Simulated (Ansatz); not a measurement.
# TiO2 (Rutile): a relaxation, part 2 of 2

This session takes TiO2 (Rutile) and sets out to relax the bulk.

Ansatz 0.2.0; DFT PBE+D3(BJ), scalar-relativistic, plane waves, PAW.

### 3 Relaxing cell and atoms

File input.yaml:

```yaml
crystal:
  lattice:
    - [4.5922, 0.0, 0.0]
    - [0.0, 4.5922, 0.0]
    - [0.0, 0.0, 2.9574]
  atoms:
    - { symbol: Ti, position: [0.0, 0.0, 0.0] }
    - { symbol: Ti, position: [0.5, 0.5, 0.5] }
    - { symbol: O, position: [0.30496, 0.30496, 0.0] }
    - { symbol: O, position: [0.19504, 0.80496, 0.5] }
    - { symbol: O, position: [0.69504, 0.69504, 0.0] }
    - { symbol: O, position: [0.80496, 0.19504, 0.5] }
basis:
  ecutwfc: 420
kpoints:
  mp_grid: { grid: [6, 6, 10] }
hamiltonian:
  xc: pbe
  dispersion: d3bj
scf:
  occupations: { method: gaussian, width: 0.02 }
output:
  forces: true
  stress: true
  eigenvalues: true
  write_density: true
  write_potential: true
  elf: true
  volumetric_format: npy
relax:
  adjacent_minimum: "off"
  f_tol: 0.005
  max_steps: 80
  cell: { stress_tol: 0.05 }
```

Command:

```sh
ansatz run input.yaml --threads 4 --pin off --max-ram 10240MiB --backend cpu --events-out ev --progress --plain --runs-dir out
```

Standard output:

```text
Warning: RAYON_NUM_THREADS=4 ignored (pool sized by the plan → 4); use --threads N
Engine: ansatz 0.2.0, x86_64-unknown-linux-gnu
Pseudopotentials: kind: paw
Pseudopotential: Ti, paw, valence charge 12, recommended cutoff 420 eV (normal), Ti.paw.azcp
Pseudopotential: O, paw, valence charge 6, recommended cutoff 420 eV (normal), O.paw.azcp
Functional definition: PBE
  parameter kappa = 0.804
  parameter beta = 0.06672455060314922
  exchange = pbe_x(kappa = kappa, mu = beta*pi^2/3)
  correlation = pbe_c(beta = beta)
Crystal: 6 atoms, lattice volume = 62.367 Å³
Basis set: ecut = 420 eV, 1217 PW (Γ), exchange–correlation on 64×64×40 points (8 copies of the dense FFT grid, shifted against one another)
Bands: 30, of which v1, the nominal top of the filled ones, is band 24 counted from 1 (23 counted from 0)
Symmetry: 16 space group operations
Space group: P42/mnm (ITA 136), of the structure as read, at distance tolerance 4.0e-5 Å
k-points: 60 of 360
Non-local potential: Ti, projectors of the file, l = 0: 3, l = 1: 2, l = 2: 3, l = 3: 1
Non-local potential: O, projectors of the file, l = 0: 2, l = 1: 2, l = 2: 1
PAW form: soft (Blöchl's): semilocal exchange-correlation on the pseudo side does not see the compensation charge
PAW one-centre angular grid: Ti, 590 points (default); XC on 64 Gauss nodes
PAW one-centre angular grid: O, 110 points (default); XC on 64 Gauss nodes
Initial density: superposition of atomic densities (neutral atoms: chi_scale 0, normalization atom), corrected by the library's trained network
Initial wavefunctions: pseudopotential atomic-orbital guess
Functional: x = pbe(κ = 0.804, μ = 0.2195149727645171), c = pbe(β = 0.06672455060314922)
SCF iter   1: F=—  HF=-7278.771775 eV  |F-HF|=—  |Δ(HF+E_count)|=         —  Δρ=2.16e-3  dr2=1.76e-3  ethr=1.77e-3  ⟨swp⟩=5.7  Hψ=7387  notcnv=0
preconditioner: auto → Resta (q_TF=auto, 2.612 Å⁻¹)  ε∞=9.0  [insulator: Δε(μ)=1.877 eV  Ē_g=9.431 eV  σ=0.020 eV  W_gap=1.00  n_scr=18 (ndim 8)  ℏωp=26.6 eV  f_vac=0.017  D(μ)=0.00/eV (n_scr^D=0)  ε∞_Penn≈9.0]
SCF iter   2: F=—  HF=-7278.772492 eV  |F-HF|=—  |Δ(HF+E_count)|=   7.17e-4  Δρ=1.29e-3  dr2=5.43e-4  ethr=3.67e-6  ⟨swp⟩=2.6  Hψ=3583  notcnv=0  defer=86
SCF iter   3: F=—  HF=-7278.772738 eV  |F-HF|=—  |Δ(HF+E_count)|=   2.47e-4  Δρ=6.39e-4  dr2=1.48e-4  ethr=1.13e-6  ⟨swp⟩=2.0  Hψ=2696  notcnv=0  defer=86
SCF iter   4: F=—  HF=-7278.772886 eV  |F-HF|=—  |Δ(HF+E_count)|=   1.47e-4  Δρ=1.82e-4  dr2=1.73e-5  ethr=3.08e-7  ⟨swp⟩=2.3  Hψ=2712  notcnv=0  defer=86
SCF iter   5: F=—  HF=-7278.772877 eV  |F-HF|=—  |Δ(HF+E_count)|=   8.47e-6  Δρ=3.50e-5  dr2=8.42e-7  ethr=3.60e-8  ⟨swp⟩=2.0  Hψ=2452  notcnv=0  defer=86
SCF iter   6: F=-7278.772878 eV  HF=-7278.772878 eV  |F-HF|=4.94e-8  |Δ(HF+E_count)|=   3.12e-7  Δρ=9.36e-6  dr2=7.03e-8  ethr=2.08e-10  ⟨swp⟩=9.0  Hψ=12109  notcnv=0
SCF 1 converged in 6 iterations: F = -7278.772878 eV  dr2 = 7.03e-8
relax step   1: F+E_penalty+E_count = -7278.77287761 eV  Δ(F+E_penalty+E_count) = +0.000e0 eV  max|allowed force component| = 7.262e-2 eV/Å  Δτ_max = 0.0000 Å  P = +1.413 GPa  Ω = 62.367 Å³  (6 SCF iters, dr2 threshold 1.00e-7 eV, accepted)
Crystal: 6 atoms, lattice volume = 62.632 Å³
Initial density: handed on by an earlier stage of this run
Initial wavefunctions: those handed on with the density
iter 1 solved again at ethr=1.64e-6 eV; its pass at ethr=3.10e-3 eV (dr2=7.85e-4 eV) is discarded
SCF iter   1: F=—  HF=-7278.774333 eV  |F-HF|=—  |Δ(HF+E_count)|=         —  Δρ=1.22e-3  dr2=7.39e-4  ethr=1.64e-6  ⟨swp⟩=2.0  Hψ=9789  notcnv=0
preconditioner: auto → Resta (q_TF=auto, 2.610 Å⁻¹)  ε∞=8.9  [insulator: Δε(μ)=1.862 eV  Ē_g=9.414 eV  σ=0.020 eV  W_gap=1.00  n_scr=18 (ndim 8)  ℏωp=26.5 eV  f_vac=0.020  D(μ)=0.00/eV (n_scr^D=0)  ε∞_Penn≈8.9]
SCF iter   2: F=—  HF=-7278.774239 eV  |F-HF|=—  |Δ(HF+E_count)|=   9.47e-5  Δρ=6.40e-4  dr2=2.29e-4  ethr=1.54e-6  ⟨swp⟩=2.0  Hψ=2760  notcnv=0
SCF iter   3: F=—  HF=-7278.774213 eV  |F-HF|=—  |Δ(HF+E_count)|=   2.53e-5  Δρ=2.86e-4  dr2=4.21e-5  ethr=4.77e-7  ⟨swp⟩=2.0  Hψ=2232  notcnv=0
SCF iter   4: F=—  HF=-7278.774217 eV  |F-HF|=—  |Δ(HF+E_count)|=   3.40e-6  Δρ=6.77e-5  dr2=3.79e-6  ethr=8.76e-8  ⟨swp⟩=2.5  Hψ=2778  notcnv=0
SCF iter   5: F=-7278.774218 eV  HF=-7278.774218 eV  |F-HF|=1.26e-7  |Δ(HF+E_count)|=   1.05e-6  Δρ=1.58e-5  dr2=1.37e-7  ethr=1.25e-9  ⟨swp⟩=6.1  Hψ=11338  notcnv=0
SCF 2 converged in 5 iterations: F = -7278.774218 eV  dr2 = 1.37e-7
relax step   2: F+E_penalty+E_count = -7278.77421786 eV  Δ(F+E_penalty+E_count) = -1.340e-3 eV  max|allowed force component| = 1.571e-3 eV/Å  Δτ_max = 0.0043 Å  P = +0.374 GPa  Ω = 62.632 Å³  energy of the carried Pulay correction = -1.224e-3 eV  (5 SCF iters, dr2 threshold 6.00e-7 eV, accepted)
Crystal: 6 atoms, lattice volume = 62.717 Å³
iter 1 solved again at ethr=7.74e-8 eV; its pass at ethr=3.10e-3 eV (dr2=3.71e-5 eV) is discarded
SCF iter   1: F=—  HF=-7278.774030 eV  |F-HF|=—  |Δ(HF+E_count)|=         —  Δρ=2.45e-4  dr2=2.95e-5  ethr=7.74e-8  ⟨swp⟩=2.4  Hψ=9667  notcnv=0
preconditioner: auto → Resta (q_TF=auto, 2.609 Å⁻¹)  ε∞=8.9  [insulator: Δε(μ)=1.869 eV  Ē_g=9.410 eV  σ=0.020 eV  W_gap=1.00  n_scr=18 (ndim 8)  ℏωp=26.5 eV  f_vac=0.020  D(μ)=0.00/eV (n_scr^D=0)  ε∞_Penn≈8.9]
SCF iter   2: F=—  HF=-7278.774029 eV  |F-HF|=—  |Δ(HF+E_count)|=   1.49e-6  Δρ=1.16e-4  dr2=1.01e-5  ethr=6.15e-8  ⟨swp⟩=2.0  Hψ=2760  notcnv=0
SCF iter   3: F=—  HF=-7278.774028 eV  |F-HF|=—  |Δ(HF+E_count)|=   1.10e-6  Δρ=6.83e-5  dr2=3.13e-6  ethr=2.11e-8  ⟨swp⟩=2.1  Hψ=2340  notcnv=0
SCF iter   4: F=-7278.774028 eV  HF=-7278.774028 eV  |F-HF|=1.20e-7  |Δ(HF+E_count)|=   2.49e-7  Δρ=2.13e-5  dr2=3.59e-7  ethr=1.25e-9  ⟨swp⟩=6.2  Hψ=11334  notcnv=0
SCF 3 converged in 4 iterations: F = -7278.774028 eV  dr2 = 3.59e-7
relax step   3: F+E_penalty+E_count = -7278.77402774 eV  Δ(F+E_penalty+E_count) = +1.901e-4 eV  max|allowed force component| = 3.244e-3 eV/Å  Δτ_max = 0.0007 Å  P = +0.026 GPa  Ω = 62.717 Å³  energy of the carried Pulay correction = -1.610e-3 eV  (4 SCF iters, dr2 threshold 6.00e-7 eV, accepted)
Crystal: 6 atoms, lattice volume = 62.722 Å³
iter 1 solved again at ethr=2.47e-9 eV; its pass at ethr=3.10e-3 eV (dr2=1.19e-6 eV) is discarded
SCF iter   1: F=—  HF=-7278.774003 eV  |F-HF|=—  |Δ(HF+E_count)|=         —  Δρ=3.66e-5  dr2=1.29e-6  ethr=2.47e-9  ⟨swp⟩=2.0  Hψ=9486  notcnv=0
SCF iter   2: F=—  HF=-7278.774008 eV  |F-HF|=—  |Δ(HF+E_count)|=   4.93e-6  Δρ=2.35e-5  dr2=5.70e-7  ethr=2.47e-9  ⟨swp⟩=2.0  Hψ=2785  notcnv=0
SCF iter   3: F=—  HF=-7278.774008 eV  |F-HF|=—  |Δ(HF+E_count)|=   2.39e-8  Δρ=5.94e-6  dr2=2.24e-8  ethr=1.19e-9  ⟨swp⟩=2.0  Hψ=2720  notcnv=0
SCF iter   4: F=-7278.774008 eV  HF=-7278.774008 eV  |F-HF|=1.86e-10  |Δ(HF+E_count)|=   1.62e-8  Δρ=2.72e-6  dr2=4.46e-9  ethr=3.10e-11  ⟨swp⟩=7.0  Hψ=9290  notcnv=0
SCF 4 converged in 4 iterations: F = -7278.774008 eV  dr2 = 4.46e-9
relax step   4: F+E_penalty+E_count = -7278.77400789 eV  Δ(F+E_penalty+E_count) = +1.985e-5 eV  max|allowed force component| = 1.935e-3 eV/Å  Δτ_max = 0.0001 Å  P = -0.003 GPa  Ω = 62.722 Å³  energy of the carried Pulay correction = -1.633e-3 eV  (4 SCF iters, dr2 threshold 1.49e-8 eV, accepted)
Initial wavefunctions: pseudopotential atomic-orbital guess (no wavefunctions were taken with the density)
iter 1 solved again at ethr=1.10e-8 eV; its pass at ethr=3.10e-3 eV (dr2=5.30e-6 eV) is discarded
SCF iter   1: F=—  HF=-7278.775950 eV  |F-HF|=—  |Δ(HF+E_count)|=         —  Δρ=1.11e-4  dr2=5.30e-7  ethr=1.10e-8  ⟨swp⟩=3.0  Hψ=12170  notcnv=0
SCF iter   2: F=—  HF=-7278.775988 eV  |F-HF|=—  |Δ(HF+E_count)|=   3.81e-5  Δρ=5.64e-5  dr2=2.06e-7  ethr=1.10e-9  ⟨swp⟩=2.0  Hψ=2760  notcnv=0
SCF iter   3: F=—  HF=-7278.775998 eV  |F-HF|=—  |Δ(HF+E_count)|=   1.04e-5  Δρ=2.39e-5  dr2=4.61e-8  ethr=4.30e-10  ⟨swp⟩=2.1  Hψ=2419  notcnv=0
SCF iter   4: F=—  HF=-7278.776000 eV  |F-HF|=—  |Δ(HF+E_count)|=   1.93e-6  Δρ=2.09e-6  dr2=1.05e-9  ethr=9.61e-11  ⟨swp⟩=2.0  Hψ=2738  notcnv=0
SCF iter   5: F=—  HF=-7278.776000 eV  |F-HF|=—  |Δ(HF+E_count)|=   5.17e-9  Δρ=4.08e-7  dr2=1.35e-10  ethr=2.19e-12  ⟨swp⟩=2.0  Hψ=2606  notcnv=0
SCF iter   6: F=-7278.776000 eV  HF=-7278.776000 eV  |F-HF|=3.64e-12  |Δ(HF+E_count)|=  2.39e-10  Δρ=1.18e-7  dr2=8.99e-12  ethr=1.00e-12  ⟨swp⟩=5.9  Hψ=7458  notcnv=0
SCF 5 converged in 6 iterations: F = -7278.776000 eV  dr2 = 8.99e-12
relax step   5: F+E_penalty+E_count = -7278.77600004 eV  Δ(F+E_penalty+E_count) = -1.992e-3 eV  max|allowed force component| = 1.956e-3 eV/Å  Δτ_max = 0.0000 Å  P = +0.048 GPa  Ω = 62.722 Å³  stress off target by 6.15e-2 GPa  SCF on the basis re-selected at this cell (its energy is not comparable with the rows above)  (6 SCF iters)
basis re-selected at this cell: Δ(F+E_penalty+E_count) = -1.992e-3 eV, ΔP = +0.051 GPa vs the last step (what re-selecting the basis moved, of the pressure what is left beyond the Pulay correction that the steps carried, after the strain that the cell walked since its last selection, with what the two solves' SCF thresholds leave and, on support functions, any second-order correction that the steps lacked; it is no measure of the basis error at this ecutwfc). This SCF's stress stands 6.15e-2 GPa from its target on what of the cell is left free (relax.cell.stress_tol is 5.00e-2 GPa) and its largest allowed force component is 1.96e-3 eV/Å (relax.f_tol is 5.00e-3 eV/Å): not within both, so this SCF does not close the relaxation
Crystal: 6 atoms, lattice volume = 62.734 Å³
iter 1 solved again at ethr=3.03e-9 eV; its pass at ethr=3.10e-3 eV (dr2=1.45e-6 eV) is discarded
SCF iter   1: F=—  HF=-7278.775939 eV  |F-HF|=—  |Δ(HF+E_count)|=         —  Δρ=5.14e-5  dr2=1.38e-6  ethr=3.03e-9  ⟨swp⟩=2.0  Hψ=9491  notcnv=0
preconditioner: auto → Resta (q_TF=auto, 2.609 Å⁻¹)  ε∞=8.9  [insulator: Δε(μ)=1.868 eV  Ē_g=9.408 eV  σ=0.020 eV  W_gap=1.00  n_scr=18 (ndim 8)  ℏωp=26.5 eV  f_vac=0.020  D(μ)=0.00/eV (n_scr^D=0)  ε∞_Penn≈8.9]
SCF iter   2: F=—  HF=-7278.775945 eV  |F-HF|=—  |Δ(HF+E_count)|=   5.88e-6  Δρ=2.68e-5  dr2=4.30e-7  ethr=2.88e-9  ⟨swp⟩=2.0  Hψ=2760  notcnv=0
SCF iter   3: F=—  HF=-7278.775945 eV  |F-HF|=—  |Δ(HF+E_count)|=   5.43e-8  Δρ=1.06e-5  dr2=6.87e-8  ethr=8.96e-10  ⟨swp⟩=2.0  Hψ=2233  notcnv=0
SCF iter   4: F=-7278.775945 eV  HF=-7278.775945 eV  |F-HF|=1.59e-9  |Δ(HF+E_count)|=   3.26e-9  Δρ=2.80e-6  dr2=6.73e-9  ethr=1.97e-11  ⟨swp⟩=5.1  Hψ=9952  notcnv=0
SCF 6 converged in 4 iterations: F = -7278.775945 eV  dr2 = 6.73e-9
relax step   6: F+E_penalty+E_count = -7278.77594474 eV  Δ(F+E_penalty+E_count) = +5.529e-5 eV  max|allowed force component| = 1.507e-4 eV/Å  Δτ_max = 0.0001 Å  P = +0.002 GPa  Ω = 62.734 Å³  energy of the carried Pulay correction = -5.882e-5 eV  (4 SCF iters, dr2 threshold 9.46e-9 eV, accepted)
iter 1 solved again at ethr=1.04e-8 eV; its pass at ethr=3.10e-3 eV (dr2=5.01e-6 eV) is discarded
SCF iter   1: F=—  HF=-7278.775946 eV  |F-HF|=—  |Δ(HF+E_count)|=         —  Δρ=4.12e-6  dr2=7.03e-9  ethr=1.04e-8  ⟨swp⟩=3.0  Hψ=12211  notcnv=0
preconditioner: auto → Resta (q_TF=auto, 2.609 Å⁻¹)  ε∞=8.9  [insulator: Δε(μ)=1.868 eV  Ē_g=9.409 eV  σ=0.020 eV  W_gap=1.00  n_scr=18 (ndim 8)  ℏωp=26.5 eV  f_vac=0.020  D(μ)=0.00/eV (n_scr^D=0)  ε∞_Penn≈8.9]
SCF iter   2: F=—  HF=-7278.775953 eV  |F-HF|=—  |Δ(HF+E_count)|=   6.95e-6  Δρ=2.45e-6  dr2=3.98e-9  ethr=1.46e-11  ⟨swp⟩=2.9  Hψ=3510  notcnv=0
SCF iter   3: F=—  HF=-7278.775953 eV  |F-HF|=—  |Δ(HF+E_count)|=  9.50e-10  Δρ=1.45e-6  dr2=1.64e-9  ethr=8.30e-12  ⟨swp⟩=1.2  Hψ=1822  notcnv=0
SCF iter   4: F=—  HF=-7278.775953 eV  |F-HF|=—  |Δ(HF+E_count)|=  9.20e-10  Δρ=1.86e-6  dr2=1.89e-9  ethr=3.42e-12  ⟨swp⟩=2.0  Hψ=3018  notcnv=0
SCF iter   5: F=-7278.775953 eV  HF=-7278.775953 eV  |F-HF|=3.00e-11  |Δ(HF+E_count)|=  2.87e-10  Δρ=4.82e-7  dr2=3.66e-11  ethr=1.00e-12  ⟨swp⟩=4.8  Hψ=9205  notcnv=0
SCF 7 converged in 5 iterations: F = -7278.775953 eV  dr2 = 3.66e-11
relax step   7: F+E_penalty+E_count = -7278.77595279 eV  Δ(F+E_penalty+E_count) = -8.044e-6 eV  max|allowed force component| = 1.624e-4 eV/Å  Δτ_max = 0.0000 Å  P = +0.002 GPa  Ω = 62.734 Å³  stress off target by 3.40e-3 GPa  SCF on the basis re-selected at this cell (its energy is not comparable with the rows above)  (5 SCF iters)
basis re-selected at this cell: Δ(F+E_penalty+E_count) = -8.044e-6 eV, ΔP = +0.001 GPa vs the last step (what re-selecting the basis moved, of the pressure what is left beyond the Pulay correction that the steps carried, after the strain that the cell walked since its last selection, with what the two solves' SCF thresholds leave and, on support functions, any second-order correction that the steps lacked; it is no measure of the basis error at this ecutwfc). This SCF's stress stands 3.40e-3 GPa from its target on what of the cell is left free (relax.cell.stress_tol is 5.00e-2 GPa) and its largest allowed force component is 1.62e-4 eV/Å (relax.f_tol is 5.00e-3 eV/Å): within both
SCF converged after 5 iterations
Free energy (F): -7278.775953 eV
Harris-Foulkes:  -7278.775953 eV  (|F-HF|=3.00e-11)
Internal energy: -7278.775953 eV  (E = F + TS)
E sigma→0 (E₀):  -7278.775953 eV
Fermi energy:    9.992620 eV
--- Per-component energies (eV) ---
  E_band       = -394.400839
  E_kinetic    = 1246.608338
  E_local      = -3094.850981  (includes V_loc(G=0)·N_el)
  E_nonlocal   = 196.393965
  E_hartree    = 1178.482995
  E_xc         = -492.723730
  E_vxc        = -624.029910  (∫ρ·V_xc dr)
  E_paw        = -2721.854351  (= ΣΔE_a)
  E_vpaw       = -475.498423  (= ΣTr[D̂ρ^β])
  E_aug_tail   = 0.010139  (compensation charges beyond the density's cutoff)
  E_ewald      = -3589.357582
  E_disp       = -1.484747  (pairwise vdW)
  E_smearing   = -0.000000  (= −TS)
  E_closure    = 0.000000  (closes the sum)
  Σ components = -7278.775953   (vs F -7278.775953, Δ=0.00e0)
--- Forces (eV/Å), atoms counted from 1 ---
  atom   1  Ti    -0.00000000     0.00000000     0.00000000
  atom   2  Ti     0.00000000     0.00000000     0.00000000
  atom   3  O      0.00016243     0.00016243     0.00000000
  atom   4  O     -0.00016243     0.00016243     0.00000000
  atom   5  O     -0.00016243    -0.00016243     0.00000000
  atom   6  O      0.00016243    -0.00016243     0.00000000
  max |Σ_I F_I| component: 2.71e-18 eV/Å
--- Stress (GPa, compression-positive) ---
        0.003402       0.000000       0.000000
        0.000000       0.003402       0.000000
        0.000000       0.000000       0.000347
  P = ⅓ Tr σ = 0.0024 GPa (0.024 kbar)
--- Band table (eV; the first three rows and the last of 60) ---
  k-point 0: bands = ["-47.8120", "-47.7955", "-24.1272", "-24.1272", "-23.9646", "-23.9646", "-23.9226", "-23.8890", "-9.1225", "-7.9605", "-7.2366", "-7.2366", "3.3199", "3.7391", "4.1750", "5.2737", "5.2737", "6.5115", "6.5115", "7.1101", "8.3699", "8.6098", "8.6098", "9.0586", "10.9267", "11.2098", "11.4723", "11.5674", "11.5674", "13.4278"]
  k-point 1: bands = ["-47.8077", "-47.7920", "-24.1160", "-24.1160", "-23.9662", "-23.9625", "-23.9625", "-23.9349", "-9.0179", "-7.9007", "-7.2857", "-7.2857", "3.4664", "3.8497", "4.2902", "5.1471", "5.1471", "6.7289", "6.7289", "6.8026", "7.9462", "8.4083", "8.4083", "9.0137", "11.1811", "11.3099", "11.4040", "11.6952", "11.6952", "13.5438"]
  k-point 2: bands = ["-47.7963", "-47.7829", "-24.0857", "-24.0857", "-24.0788", "-24.0534", "-23.9577", "-23.9577", "-8.7322", "-7.7533", "-7.4140", "-7.4140", "3.8647", "4.1414", "4.6296", "4.9936", "4.9936", "6.1163", "7.0710", "7.1200", "7.1200", "7.8963", "7.8963", "8.8095", "11.2960", "11.5035", "11.6580", "12.0057", "12.0057", "13.3088"]
  k-point 59: bands = ["-47.7626", "-47.7626", "-24.3575", "-24.3575", "-23.9875", "-23.9875", "-23.9670", "-23.9670", "-7.8374", "-7.8374", "-7.5503", "-7.5503", "4.3728", "4.3728", "4.5172", "4.5172", "5.5489", "5.5489", "6.3176", "6.3176", "7.7857", "7.7857", "8.3877", "8.3877", "11.6583", "11.6583", "12.2611", "12.2611", "12.2984", "12.2984"]
--- Relaxed structure (5 steps of the walk, 5 accepted, 2 SCFs on fresh bases) ---
  F+E_penalty+E_count = -7278.77595279 eV   max|allowed force component| = 1.624e-4 eV/Å   (the final SCF, on the basis selected at the relaxed cell)
  cell:  # Å, volume = 62.7343 Å³
    - [4.608164631681994, 1.1847944303570263e-34, 0.0]
    - [1.1847944303570263e-34, 4.608164631681994, 0.0]
    - [0.0, 0.0, 2.9542647318742237]
  atoms:
    - { symbol: Ti, position: [-2.6806785781896458e-20, -3.1479528257639884e-20, 0.0] }
    - { symbol: Ti, position: [0.49999999999999994, 0.49999999999999994, 0.49999999999999994] }
    - { symbol: O, position: [0.3043772928953122, 0.3043772928953122, 0.0] }
    - { symbol: O, position: [0.19562270710468774, 0.8043772928953122, 0.49999999999999994] }
    - { symbol: O, position: [0.6956227071046878, 0.6956227071046878, 0.0] }
    - { symbol: O, position: [0.8043772928953122, 0.19562270710468774, 0.49999999999999994] }
```

It took 6.6 s on 4 threads of Intel Xeon 6975P-C (Granite Rapids), shared host; peak memory 0.5 GiB.

The steps of the relaxation:

```
step  E - E(step 1) (eV/cell)  largest force component (eV/Å)  pressure (GPa)  volume (Å³)
   1                   0.0000                          0.0726            1.41        62.37
   2                  -0.0013                          0.0016            0.37        62.63
   3                  -0.0012                          0.0032            0.03        62.72
   4                  -0.0011                          0.0019            0.00        62.72
   5                  -0.0031                          0.0020            0.05        62.72
   6                  -0.0031                          0.0002            0.00        62.73
   7                  -0.0031                          0.0002            0.00        62.73
```

Step 1 is the start. Steps 5, 7 each repeat the geometry before them on a plane-wave basis chosen anew, so the energy can jump there without any move.

|  | before | after | change |
| --- | --- | --- | --- |
| a (Å) | 4.592 | 4.608 | +0.3 % |
| b (Å) | 4.592 | 4.608 | +0.3 % |
| c (Å) | 2.957 | 2.954 | -0.1 % |
| volume (Å³/atom) | 10.39 | 10.46 | +0.6 % |
| shortest distance (Å) | 1.947 | 1.951 | +0.2 % |
| space group (0.01 Å) | P4_2/mnm | P4_2/mnm | same |

The run keeps the 16 symmetry operations of the start, so it could not have lowered the symmetry.

Density in a lattice plane of the grid's cell (edges 4.61 and 4.61 Å, at 0.000 of the third edge), which holds Ti and O.

Ten even steps from ' ' (0.03 e/Å³) to '@' (10.01 e/Å³):
```
@@%%**::                                  --**%%
++++--..                                  ..--++
::....                          ......      ....
                            ..::----::..        
                            ::==****++--..      
                          ..::++####**--..      
                            ::==****++--..      
                            ..::----::..        
                              ........          
                                                
            ........                            
          ..::----::..                          
        ..--++****==::                          
        ..--**####++::..                        
        ..--++****==::                          
          ..::----::..                          
::....      ......                          ....
++++--..                                  ..--++
@@%%**--                                  ::**%%
@@@@##--..                              ..--##@@
```
Columns run along the first of these edges and rows up along the second, over one cell in 24 and 20 even steps from the bottom left corner. Atoms in the plane (fractional): Ti at (1.00, 1.00), O at (0.30, 0.30), O at (0.70, 0.70).

ELF in the same plane.

Values, 12 rows by 12 columns:
```
0.48 0.64 0.24 0.03 0.03 0.02 0.08 0.40 0.55 0.29 0.24 0.68
0.42 0.24 0.05 0.05 0.03 0.04 0.41 0.77 0.83 0.82 0.37 0.24
0.04 0.03 0.05 0.05 0.03 0.10 0.66 0.82 0.59 0.70 0.82 0.29
0.06 0.03 0.03 0.03 0.04 0.13 0.66 0.80 0.40 0.59 0.83 0.55
0.03 0.02 0.04 0.10 0.13 0.10 0.35 0.76 0.80 0.82 0.77 0.40
0.01 0.08 0.41 0.66 0.66 0.35 0.11 0.35 0.66 0.66 0.41 0.08
0.03 0.40 0.77 0.82 0.80 0.76 0.35 0.10 0.13 0.10 0.04 0.02
0.06 0.55 0.83 0.59 0.40 0.80 0.66 0.13 0.04 0.03 0.03 0.03
0.04 0.29 0.82 0.70 0.59 0.82 0.66 0.10 0.03 0.05 0.05 0.03
0.42 0.24 0.37 0.82 0.83 0.77 0.41 0.04 0.03 0.05 0.05 0.24
0.48 0.68 0.24 0.29 0.55 0.40 0.08 0.02 0.03 0.03 0.24 0.64
0.00 0.48 0.42 0.04 0.06 0.03 0.01 0.03 0.06 0.04 0.42 0.48
```
Columns run along the first of these edges and rows up along the second, over one cell in 12 and 12 even steps from the bottom left corner. Atoms in the plane (fractional): Ti at (1.00, 1.00), O at (0.30, 0.30), O at (0.70, 0.70).

Both are smooth fields of the valence electrons: close to the nuclei they are not physical.

Maxima of ELF outside the ion cores: 0.83 in the shell around O, 0.6 Å from O.

### 4 Summary of results

This closing draws on all 2 parts.

| quantity | value |
| --- | --- |
| bulk: relaxed cell | a = 4.608 Å, b = 4.608 Å, c = 2.954 Å, α = 90.00°, β = 90.00°, γ = 90.00° |
| bulk: space group (0.01 Å) | P4_2/mnm (No. 136) |
| bulk: volume | 10.46 Å³/atom |

In words: Relaxation raised the bulk's volume by 0.6 %. Measured lattice constant a of TiO2: 4.592 Å (300 K; powder; quoted in “Phonon quarticity induced by changes in phonon-tracked hybridization during lattice expansion and its stabilization of rutile TiO2”, 2015, arxiv:1502.04667). This calculation gives 4.608 Å (+0.4 %). 3 values of this kind are on record in papers (4.592 to 4.594 Å); this one was drawn at random among those near their median. A measured lattice constant c of TiO2 is 2.958 Å (300 K; powder; quoted in “Phonon quarticity induced by changes in phonon-tracked hybridization during lattice expansion and its stabilization of rutile TiO2”, 2015, arxiv:1502.04667); the calculated 2.954 Å misses it by -0.1 %. 2 values of this kind are on record in papers (2.958 to 2.959 Å); this one was drawn at random among those near their median. That is the cell relaxed with PBE+D3(BJ), without thermal expansion or zero-point motion.
